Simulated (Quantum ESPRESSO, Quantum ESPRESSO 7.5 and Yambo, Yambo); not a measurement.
# CdS (Hawleyite): G0W0 on several meshes in Yambo

Wanted: mesh dependence and cost of G0W0 for CdS (Hawleyite).

Main program and level: Quantum ESPRESSO 7.5 and Yambo 5.3.0; PBE and many-body steps on it, plane waves.

Report form: the programs' logs are mostly left out.

### Step 1. Starting point

It takes space group F-43m (No. 216, cubic). Conventional cell: a = 5.833 Å, b = 5.833 Å, c = 5.833 Å, α = 90.00°, β = 90.00°, γ = 90.00°. Nearest to Cd lie 4 S at 2.53 Å. Nearest to S lie 4 Cd at 2.53 Å. Farther neighbours and most contacts between anions are not listed.

The cell and positions come from the Crystallography Open Database and are kept as given unless a step says otherwise.

### Step 2. Empty states on the mesh, 4×4×4 mesh, 598 bands

This step: Quantum ESPRESSO 7.5; DFT, PBE, plane waves, norm-conserving pseudopotentials.

The sums over transitions need many empty states on a uniform mesh; this step solves for them.

pw.in

```
&control
  calculation = 'nscf'
  prefix = 'x'
  outdir = 'o'
  pseudo_dir = 'pseudo'
/
&system
  ibrav = 0
  nat = 2
  ntyp = 2
  ecutwfc = 94.0
  nbnd = 598
  force_symmorphic = .true.
/
&electrons
  conv_thr = 1e-9
  electron_maxstep = 80
  diago_full_acc = .true.
  diago_thr_init = 5e-6
/
ATOMIC_SPECIES
  Cd 112.41 Cd.upf
  S 32.06 S.upf
CELL_PARAMETERS angstrom
  -0.0000000000 2.9165000000 2.9165000000
  2.9165000000 -0.0000000000 2.9165000000
  2.9165000000 2.9165000000 -0.0000000000
ATOMIC_POSITIONS crystal
  Cd 0.0000000000 0.0000000000 0.0000000000
  S 0.2500000000 0.2500000000 0.2500000000
K_POINTS automatic
  4 4 4 0 0 0
```

Run with:

```sh
OMP_NUM_THREADS=1 mpirun -n 8 pw.x -nk 4 -in pw.in > pw.out
```

Wall time 81 s (8 MPI ranks of Arm Neoverse V2, shared host); peak memory 1.9 GiB; 11 min of CPU time.

Numbers from this step:

```
gap                                                           : 1.145 eV
k of the valence top                                          : 0, 0, 0
k of the conduction bottom                                    : 0, 0, 0
least direct gap                                              : 1.145 eV
k points computed                                             : 8
lowest point of the top converged band, above the valence top : 288.4230 eV
```

On this mesh the gap is 1.145 eV.

The density comes from a self-consistent run that is not shown.

### Step 3. Conversion and set-up

This step: Yambo 5.3.0; conversion and set-up on PBE, plane waves, norm-conserving pseudopotentials.

The states are converted to the many-body program's format and the q mesh is built.

Run with:

```sh
(cd o/x.save; p2y > p2y.log; mv SAVE ../..); yambo > setup.log
```

The job ended after 2.5 s (1 MPI rank; peak memory 0.25 GiB).

### Step 4. 4×4×4

Now the one-shot GW correction: screening in the RPA, then the self-energy of the levels asked for.

This step: G0W0 on PBE, plane waves, norm-conserving pseudopotentials.

gw2.in

```
HF_and_locXC
gw0
dyson
ppa
em1d
rim_cut
RandQpts= 1000000
RandGvec= 1 RL
EXXRLvcs= 94 Ry
VXCRLvcs= 376 Ry
Chimod= "HARTREE"
% BndsRnXp
 1 | 251 |
%
NGsBlkXp= 17 Ry
% LongDrXp
 1 | 1 | 1 |
%
% GbndRnge
 1 | 251 |
%
DysSolver= "n"
ExtendOut
PPAPntXp= 27.21138 eV
% QPkrange
 1 | 1 | 12 | 15 |
%
```

Run with:

```sh
OMP_NUM_THREADS=1 mpirun -n 8 yambo -F gw2.in -J gw2 -C gw2 > gw2.log
```

The job ended after 2.8 min (8 MPI ranks; peak memory 4.3 GiB).

Numbers from this step:

- G0W0 gap on the points computed: 2.195 eV
- starting gap on the mesh: 1.145 eV
- k of the valence top: 0, 0, 0
- k of the conduction bottom: 0, 0, 0
- least direct G0W0 gap on the computed points: 2.195 eV
- Z at the valence top: 0.7854
- Z at the conduction bottom: 0.8152

The gap on the mesh goes from 1.14 eV to 2.20 eV, a correction of +1.05 eV.

### Step 5. Empty states on the mesh, 2×2×2 mesh, 251 bands

This step: Quantum ESPRESSO 7.5; DFT, PBE, plane waves, norm-conserving pseudopotentials.

pw.in, as its differences from that of step 2:

```diff
@@ -11,3 +11,3 @@
   ecutwfc = 94.0
-  nbnd = 598
+  nbnd = 251
   force_symmorphic = .true.
@@ -31,2 +31,2 @@
 K_POINTS automatic
-  4 4 4 0 0 0
+  2 2 2 0 0 0
```

Run with:

```sh
OMP_NUM_THREADS=1 mpirun -n 8 pw.x -nk 4 -in pw.in > pw.out
```

Wall time 8.2 s (8 MPI ranks); peak memory 0.82 GiB; 65 s of CPU time.

Numbers from this step:

```yaml
gap: 1.145 eV
k_of_the_valence_top: 0, 0, 0
k_of_the_conduction_bottom: 0, 0, 0
least_direct_gap: 1.145 eV
k_points_computed: 3
lowest_point_of_the_top_converged_band_above_the_valence_top: 152.8160 eV
```

On this mesh the gap is 1.145 eV.

### Step 6. Conversion and set-up

This step: Yambo 5.3.0; conversion and set-up on PBE, plane waves, norm-conserving pseudopotentials.

Run with:

```sh
(cd o/x.save; p2y > p2y.log; mv SAVE ../..); yambo > setup.log
```

Wall time 2.1 s (1 MPI rank); peak memory 0.25 GiB.

### Step 7. 2×2×2

This step: G0W0 on PBE, plane waves, norm-conserving pseudopotentials.

gw11.in

```
HF_and_locXC
gw0
dyson
ppa
em1d
rim_cut
RandQpts= 1000000
RandGvec= 1 RL
EXXRLvcs= 94 Ry
VXCRLvcs= 376 Ry
Chimod= "HARTREE"
% BndsRnXp
 1 | 251 |
%
NGsBlkXp= 17 Ry
% LongDrXp
 1 | 1 | 1 |
%
% GbndRnge
 1 | 251 |
%
DysSolver= "n"
ExtendOut
PPAPntXp= 27.21138 eV
% QPkrange
 1 | 1 | 12 | 15 |
%
```

Run with:

```sh
OMP_NUM_THREADS=1 mpirun -n 8 yambo -F gw11.in -J gw11 -C gw11 > gw11.log
```

Run time: 16 s. Hardware: 8 MPI ranks; peak memory 3 GiB; 2.1 min of CPU time.

Numbers from this step:

* G0W0 gap on the points computed: 2.000 eV
* starting gap on the mesh: 1.145 eV
* k of the valence top: 0, 0, 0
* k of the conduction bottom: 0, 0, 0
* least direct G0W0 gap on the computed points: 2.000 eV
* Z at the valence top: 0.7819
* Z at the conduction bottom: 0.8089

Against G0W0 in Yambo (4×4×4 mesh, 251 bands, screening to 231.3 eV, Godby-Needs plasmon pole), the gap moves by −0.195 eV.

### Step 8. The runs together

Times are wall times on 8 MPI ranks of Arm Neoverse V2, shared host, good to a factor of about two.

| run | mesh | bands | screening cutoff (eV) | DFT gap (eV) | gap on the mesh (eV) | direct (eV) | time |
| --- | --- | --- | --- | --- | --- | --- | --- |
| 4×4×4 | 4×4×4 | 251 | 231.3 | 1.145 | 2.195 | 2.195 | 2.8 min |
| 2×2×2 | 2×2×2 | 251 | 231.3 | 1.145 | 2.000 | 2.000 | 16 s |

### Step 9. What came out

| Quantity | Value |
| --- | --- |
| 4×4×4 | 2.195 eV |
| 2×2×2 | 2.000 eV |
| known limits | not at the basis limit; no spin-orbit coupling; coarse k mesh |

2×2×2: −0.195 eV against 4×4×4. Bands and cutoff are finite, so the gap is not at the basis limit. The miss can reach some tenths of an eV and take either sign; the mesh is an error of its own. In the G0W0 runs levels were corrected at 1 k point alone, so a gap called «on the mesh» is the least over those, and an edge elsewhere would be missed. The 4×4×4 mesh is coarse for this cell, which bears on the long-range parts of exchange and screening. Mesh or cutoff lie under what a gap needs, so these runs test behaviour and cost; their gaps are not to be quoted. The many-body steps are scalar-relativistic: spin-orbit coupling is not in them.

[Paths, hosts, dates, memory and timing lines, banners, echoed tables and standing remarks are left out of the program output.]

[Logs are printed without paths, hosts, clocks, repeated set-up lines and the standing remarks that a program may print on its own settings, such as how far it seeks lower states.]

[Runs of the session that timed out or met a known fault of the program may be left out.]

[Hosts, paths, dates, database ids (printed as entryN), source tags and the programs' standing remarks are cut or masked in the printed files.]
